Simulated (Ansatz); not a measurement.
Runs of Ansatz 0.2.0 on SnSe. The cell holds a slab with vacuum, 4 atoms: a = 4.285 Å, b = 4.285 Å, c = 10.991 Å, α = 90.00°, β = 90.00°, γ = 90.00°. 

```tsv
task	level	cutoff (eV)	points for each segment of the path	V0 of scaled cells (Å³/atom)	B0 (GPa)	largest force (eV/Å)
equation of state	LDA	420	-	47.91	30	-
band structure	PBEsol	420	14	-	-	(b)
band structure	r2SCAN	500	14	-	-	0.01
equation of state	PBEsol	420	-	49.18	(c)	-
band structure	PBE	420	14	-	-	0.25
band structure	LDA	420	14	-	-	(a)
```

Alike in all rows: potentials or basis Ansatz PAW; no spin polarisation; cell as given; k mesh 6 × 6 × 3; smearing fermi-dirac 0.05 eV.

Task: Fill in the values left out.

Result: (a) 0.24; (b) 0.11; (c) 28.

Caveats: the PAW data sets come from PBE, with cores solved anew for the run's functional, which leaves a small shift of forces and pressure (some runs); the cell was scaled at fixed shape and fractional positions, which overstates the stiffness of a crystal with free parameters, most of all of layers and chains (some runs).
